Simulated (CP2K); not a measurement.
Runs of CP2K 2026.2 on Ge. The structure is orthorhombic, space group Imma (No. 74). Conventional cell: a = 4.992 Å, b = 5.302 Å, c = 2.874 Å, α = 90.00°, β = 90.00°, γ = 90.00°. Around Ge (site symmetry mm2) lie 6 Ge at 2.68 to 2.87 Å. This isn't the form of Ge at room conditions, which is diamond.

| task | level | potentials or basis | cell | k mesh | smearing | EPS_DEFAULT | NGRIDS | EXTRAPOLATION | potentials | optimiser | gap on the mesh (eV) | pressure (GPa) | relaxed volume (Å³/atom) | largest force (eV/Å) |
| --- | --- | --- | --- | --- | --- | --- | --- | --- | --- | --- | --- | --- | --- | --- |
| relaxation of cell and atoms | PBEsol | POTENTIAL_UZH Ge GTH-PBE-q4; TZVP-MOLOPT-PBE-GTH basis | relaxed | 8 × 8 × 8 | fermi-dirac 0.1 eV | 1.0E-9 | 5 | USE_PREV_P | Ge GTH-PBE-q4 of POTENTIAL_UZH | BFGS | none | 0.0 | 19.27 | 0.02 |
| relaxation of cell and atoms | LDA | GTH_POTENTIALS Ge GTH-PADE-q4; TZVP-MOLOPT-PBE-GTH basis | relaxed | 8 × 8 × 8 | fermi-dirac 0.0259 eV | 1.0E-10 | 5 | USE_PREV_P | Ge GTH-PADE-q4 of GTH_POTENTIALS | BFGS | none | 0.0 | - | 0.01 |
| relaxation of cell and atoms | PBEsol | POTENTIAL_UZH Ge GTH-PBE-q4; TZVP-MOLOPT-PBE-GTH basis | relaxed | 8 × 8 × 8 | fermi-dirac 0.1 eV | 1.0E-10 | 4 | USE_PREV_P | Ge GTH-PBE-q4 of POTENTIAL_UZH | BFGS | none | 0.0 | 19.27 | 0.02 |
| band structure | PBEsol | POTENTIAL_UZH Ge GTH-PBE-q4; TZVP-MOLOPT-PBE-GTH basis | as given | 11 × 11 × 11 | fermi-dirac 0.01 eV | 1.0E-9 | 5 | - | Ge GTH-PBE-q4 of POTENTIAL_UZH | - | none | 1.0 | - | (a) |
| band structure | LDA | GTH_POTENTIALS Ge GTH-PADE-q4; TZVP-MOLOPT-PBE-GTH basis | as given | 11 × 11 × 11 | fermi-dirac 0.01 eV | 1.0E-9 | 5 | - | Ge GTH-PADE-q4 of GTH_POTENTIALS | - | none | -4.5 | - | 0.08 |

Alike in all rows: no spin polarisation.

Q: Fill in the values left out.

A: (a) 0.04.

Caveats: the basis of atomic orbitals isn't converged, which shifts pressures, moduli and gaps; the potentials were made for another functional, which shifts forces and pressure (some runs); more than 0.5 GPa of stress was left at the end, so the final cell isn't listed (some runs).

A k mesh can miss the band edges, and the runs leave out spin-orbit coupling on Ge.

A gap of «none» marks a metal or a gap under the smearing width.
